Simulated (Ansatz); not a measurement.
# Ta(100) / 3 layers Li(100) / Ta(100): resistance against film thickness, part 2 of 2

How does the resistance across the layers grow with the film in Ta(100) / 3 layers Li(100) / Ta(100)?

Ansatz 0.2.0; Ansatz plane-wave DFT, PBEsol, PAW files; ballistic transport by layer matching (Landauer), zero bias.

So far. Step 5 (With 8 layers, k-mesh 11×11×1, film layers 8): The conductance of the junction is 3.9e14 S/m², 0.76 % under the 3.9e14 S/m² of the last finished run, within the error estimates, leads' steps apart, of 8.7 and 9 %. The estimate from the leads' steps, 27 %, is larger still.

**6. With 10 layers, k-mesh 11×11×1, film layers 10**

The stack now holds 10 film layers; the k-mesh follows the cell, and the energies span -0.27 to 0.27 eV.

System of this step: Ta(100) / 10 layers Li(100) / Ta(100). The cell holds 20 atoms: 10 Ta and 10 Li. Its edges and angles: a = 3.303 Å, b = 3.303 Å, c = 36.337 Å, α = 90.0°, β = 90.0°, γ = 90.0°. It derives from Ta and Li. Regions: lead, 10 atoms (10 Ta); films, 10 atoms (10 Li). The structure is stacked along c, and the current runs across the ab planes.

input.yaml

```yaml
crystal:
  lattice:
    - [3.30256, 0.0, 0.0]
    - [0.0, 3.30256, 0.0]
    - [0.0, 0.0, 36.3367375421]
  atoms:
    - { symbol: Ta, position: [0.0, 0.0, 0.0227219078] }
    - { symbol: Ta, position: [0.5, 0.5, 0.0681657234] }
    - { symbol: Ta, position: [0.0, 0.0, 0.113609539] }
    - { symbol: Ta, position: [0.5, 0.5, 0.1590533546] }
    - { symbol: Ta, position: [0.0, 0.0, 0.2044971702] }
    - { symbol: Li, position: [0.5, 0.5, 0.2544971702] }
    - { symbol: Li, position: [0.0, 0.0, 0.3090533546] }
    - { symbol: Li, position: [0.5, 0.5, 0.363609539] }
    - { symbol: Li, position: [0.0, 0.0, 0.4181657234] }
    - { symbol: Li, position: [0.5, 0.5, 0.4727219078] }
    - { symbol: Li, position: [0.0, 0.0, 0.5272780922] }
    - { symbol: Li, position: [0.5, 0.5, 0.5818342766] }
    - { symbol: Li, position: [0.0, 0.0, 0.636390461] }
    - { symbol: Li, position: [0.5, 0.5, 0.6909466454] }
    - { symbol: Li, position: [0.0, 0.0, 0.7455028298] }
    - { symbol: Ta, position: [0.5, 0.5, 0.7955028298] }
    - { symbol: Ta, position: [0.0, 0.0, 0.8409466454] }
    - { symbol: Ta, position: [0.5, 0.5, 0.886390461] }
    - { symbol: Ta, position: [0.0, 0.0, 0.9318342766] }
    - { symbol: Ta, position: [0.5, 0.5, 0.9772780922] }
kpoints:
  mp_grid: { grid: [11, 11, 1] }
hamiltonian:
  xc: pbesol
scf:
  occupations: { method: fermi_dirac, width: 0.1 }
output:
  transmission:
    leads: [[0, 1]]
    kmesh: [22, 22]
    e_range: [-0.27, 0.27]
    de: 0.036
  write_potential: true
  write_density: true
  volumetric_format: npy
```

The run is started by

```sh
> ansatz run input.yaml --threads 4 --pin off --max-ram 8192MiB --backend cpu --events-out ev --progress --plain --runs-dir out
```

Run time: 2.2 min. Hardware: 4 threads of Arm Neoverse V2, shared host; peak memory 1.4 GiB; 7.9 min of CPU time.

This step gave:

```yaml
free_energy: -100092.9569 eV
energy_at_zero_smearing: -100092.6529 eV
fermi_energy: 8.856 eV
step_of_the_lead_s_potential: 27.8 meV
estimated_errors_of_the_lead_s_conductance: 0, 3.9, 0.4 % (band edges, k-mesh, distance from neutral)
lead_conductance_per_cell: 2.567 G₀
conductance_of_the_junction: 3.53e14 S/m²
junction_conductance_per_cell: 0.4969 G₀
estimated_errors_of_the_junction_s_conductance: 0.3, 0, 7.8, 32.9, 0.8 % (energy step, band edges, k-mesh, leads' steps, distance from neutral)
area_resistance_that_the_stack_adds_contact_term_taken_off_spin_by_spin: 2.284 fΩ m²
```

Per spin. Transmission, zone mean against energy, zero at the Fermi level:

```
energy (eV)  transmission, zone mean
     -0.270                    0.594
     -0.234                    0.636
     -0.198                    0.625
     -0.162                    0.618
     -0.126                    0.600
     -0.090                    0.565
     -0.054                    0.545
     -0.018                    0.496
      0.018                    0.494
      0.054                    0.460
      0.090                    0.439
      0.126                    0.429
      0.162                    0.376
      0.198                    0.351
      0.234                    0.343
      0.270                    0.341
```

The conductance of the junction is 3.5e14 S/m², 8.8 % under the 3.9e14 S/m² of the last finished run, within the error estimates, leads' steps apart, of 9 and 7.8 %. The estimate from the leads' steps, 33 %, is larger still.

**7. All levels side by side**

Times are for 4 threads of Arm Neoverse V2, shared host. The series side by side:

```
no.  film layers  area resistance that the stack adds (contact term taken off, spin by spin) (fΩ m²)  conductance of the junction (S/m²)     time  memory (GiB)
  1            3                                                                               1.808                             4.24e14  6.1 min           1.3
  2            5                                                                               2.030                             3.88e14  3.8 min           1.2
  3            6                                                                               2.015                             3.90e14    2 min           1.1
  4            8                                                                               2.034                             3.87e14  2.1 min           1.2
  5           10                                                                               2.284                             3.53e14  2.2 min           1.4
```

**8. With 5 layers**

A repeat with a changed input, to see how far the result depends on it.

This step: Ansatz plane-wave DFT, PBEsol, PAW files; ballistic transport by layer matching (Landauer), zero bias; changed: magnetization = {"spin_polarized": true}, kpoints.mp_grid.shift = [0.5, 0.5, 0.0] (Ansatz 0.2.0).

System of this step: Ta(100) / 5 layers Li(100) / Ta(100). The cell holds 15 atoms: 10 Ta and 5 Li. Its edges and angles: a = 3.303 Å, b = 3.303 Å, c = 26.528 Å, α = 86.4°, β = 86.4°, γ = 90.0°. It derives from Ta and Li. Regions: lead, 10 atoms (10 Ta); films, 5 atoms (5 Li). The structure is stacked along c, and the current runs across the ab planes.

input.yaml

```yaml
crystal:
  lattice:
    - [3.30256, 0.0, 0.0]
    - [0.0, 3.30256, 0.0]
    - [1.65128, 1.65128, 26.424768771]
  atoms:
    - { symbol: Ta, position: [0.984377536, 0.984377536, 0.0312449281], spin: 0.2 }
    - { symbol: Ta, position: [0.4531326079, 0.4531326079, 0.0937347843], spin: 0.2 }
    - { symbol: Ta, position: [0.9218876798, 0.9218876798, 0.1562246404], spin: 0.2 }
    - { symbol: Ta, position: [0.3906427517, 0.3906427517, 0.2187144966], spin: 0.2 }
    - { symbol: Ta, position: [0.8593978236, 0.8593978236, 0.2812043528], spin: 0.2 }
    - { symbol: Li, position: [0.3250202876, 0.3250202876, 0.3499594247], spin: 0.2 }
    - { symbol: Li, position: [0.7875101438, 0.7875101438, 0.4249797124], spin: 0.2 }
    - { symbol: Li, position: [0.25, 0.25, 0.5], spin: 0.2 }
    - { symbol: Li, position: [0.7124898562, 0.7124898562, 0.5750202876], spin: 0.2 }
    - { symbol: Li, position: [0.1749797124, 0.1749797124, 0.6500405753], spin: 0.2 }
    - { symbol: Ta, position: [0.6406021764, 0.6406021764, 0.7187956472], spin: 0.2 }
    - { symbol: Ta, position: [0.1093572483, 0.1093572483, 0.7812855034], spin: 0.2 }
    - { symbol: Ta, position: [0.5781123202, 0.5781123202, 0.8437753596], spin: 0.2 }
    - { symbol: Ta, position: [0.0468673921, 0.0468673921, 0.9062652157], spin: 0.2 }
    - { symbol: Ta, position: [0.515622464, 0.515622464, 0.9687550719], spin: 0.2 }
kpoints:
  mp_grid: { grid: [11, 11, 1], shift: [0.5, 0.5, 0.0] }
hamiltonian:
  xc: pbesol
scf:
  occupations: { method: fermi_dirac, width: 0.1 }
output:
  transmission:
    leads: [[0, 1]]
    kmesh: [22, 22]
    e_range: [-0.27, 0.27]
    de: 0.036
  write_potential: true
  write_density: true
  volumetric_format: npy
magnetization:
  spin_polarized: true
```

Elapsed: 7.6 min, on 4 threads; peak memory 1.7 GiB.

Numbers from this step:

* free energy: -99077.9414 eV
* energy at zero smearing: -99077.6781 eV
* Fermi energy: 11.87 eV
* step of the lead's potential: 30.3 meV
* ballistic conductance of the lead: 1.83e15 S/m²
* estimated errors of the lead's conductance: 0, 3.9, 0.1 % (band edges, k-mesh, distance from neutral)
* lead conductance per cell: 2.581 G₀
* conductance of the junction: 3.90e14 S/m²
* junction conductance per cell: 0.5488 G₀
* estimated errors of the junction's conductance: 0.4, 0, 7.3, 21.1, 0.2 % (energy step, band edges, k-mesh, leads' steps, distance from neutral)
* area resistance that the stack adds (contact term taken off, spin by spin): 2.020 fΩ m²

Per spin. Transmission, zone mean, T up = T down against energy, zero at the Fermi level:

```
energy (eV)  transmission, zone mean, T up = T down
     -0.270                                   0.604
     -0.234                                   0.635
     -0.198                                   0.624
     -0.162                                   0.617
     -0.126                                   0.619
     -0.090                                   0.603
     -0.054                                   0.583
     -0.018                                   0.555
      0.018                                   0.547
      0.054                                   0.516
      0.090                                   0.471
      0.126                                   0.439
      0.162                                   0.393
      0.198                                   0.348
      0.234                                   0.315
      0.270                                   0.309
```

With the changed settings the conductance of the junction moves by 0.50 % from the earlier run's 3.9e14 S/m².

**9. Results**

| Property | Result |
| --- | --- |
| area resistance, 3 layers | 1.81 fΩ m² |
| area resistance, 5 layers | 2.03 fΩ m² |
| area resistance, 6 layers | 2.01 fΩ m² |
| area resistance, 8 layers | 2.03 fΩ m² |
| area resistance, 10 layers | 2.28 fΩ m² |

What this shows: The stack adds 1.8 fΩ m² with 3 layers and 2.3 fΩ m² with 10. From 5 layers on no step exceeds the two runs' error estimates together, as expected where only the two interfaces scatter; half the mean, 1.0 fΩ m², is a rough coherent figure for one interface. Atoms sit on ideal sites and aren't relaxed. Spin-orbit coupling is left out, which matters for Ta. A lead's potential steps by up to 30 meV from period to period, which the log calls too much, so longer leads could move the result. The program's error estimates for the conductances, leads' steps apart, run from 5.8 to 9 %. The program's estimate of the error from the leads' steps alone runs to 33 %. Li(100) is compressed by 5.9 % in plane to fit Ta(100), at its own atomic volume.

[Logs are printed without paths, hosts, clocks, repeated set-up lines and the standing remarks that a program may print on its own settings, such as how far it seeks lower states.]

[Hosts, paths, dates, database ids (printed as entryN), source tags and the programs' standing remarks are cut or masked in the printed files.]
